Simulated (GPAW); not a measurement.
Input of a GPAW 26.7.0 run:

The input run.py:

```python
from ase import Atoms
from ase.dft.bandgap import bandgap
from ase.io import write
from ase.units import GPa
from gpaw import GPAW, PW

atoms = Atoms(['Ta', 'Ta', 'Ta', 'N', 'N', 'N'],
              cell=[[5.196, 0.0, 0.0],
                    [-2.598, 4.4998679981, 0.0],
                    [0.0, 0.0, 2.911]],
              scaled_positions=[[0.0, 0.0, 0.0],
                                [0.6666666667, 0.3333333333, 0.5],
                                [0.3333333333, 0.6666666667, 0.5],
                                [0.0, 0.39285, 0.0],
                                [0.60715, 0.60715, 0.0],
                                [0.39285, 0.0, 0.0]],
              pbc=True)

calc = GPAW(mode=PW(600),
            xc='LDA',
            kpts={'size': (5, 5, 7), 'gamma': True},
            occupations={'name': 'fermi-dirac', 'width': 0.05},
            nbands=49,
            maxiter=120,
            txt='gpaw.txt')
atoms.calc = calc
energy = atoms.get_potential_energy()
forces = atoms.get_forces()
stress = atoms.get_stress()
calc.write('gs.gpw')
write('result.traj', atoms)
print(f'Energy: {energy:.6f} eV')
print('Forces (eV/A):')
print(forces.round(4))
print('Stress (GPa):', (stress / GPa).round(3))
print('Fermi level:', round(calc.get_fermi_level(), 4), 'eV')
print(f'Gap: {bandgap(calc)[0]:.4f} eV, direct: {bandgap(calc, direct=True)[0]:.4f} eV')
```

Potentials or basis: the program's PAW data sets (release 1.2.1) made for this functional, pw.

The run is started by

```sh
$ OMP_NUM_THREADS=1 python run.py
```

Problem. What does it give for the largest force?

Solution. 0.083 eV/Å.

Problem. Predict the band gap on the k mesh.

Solution. None (metal or under the smearing width).

Problem. Estimate the pressure.

Solution. -17.8 GPa.

Forces in eV/Å, atoms in the order of the input:
```
Ta   0.000  0.000  0.000
Ta   0.000  0.000  0.000
Ta   0.000  0.000  0.000
N    0.041 -0.072  0.000
N    0.041  0.072  0.000
N   -0.083  0.000  0.000
```

Caveat: the cutoff is short for stress and forces, so pressures can be off by a GPa or more; so large a pressure means that the cell lies far from this level's equilibrium, or that cutoff or potentials fall short. Spin-orbit coupling is left out, which matters for the levels of Ta.
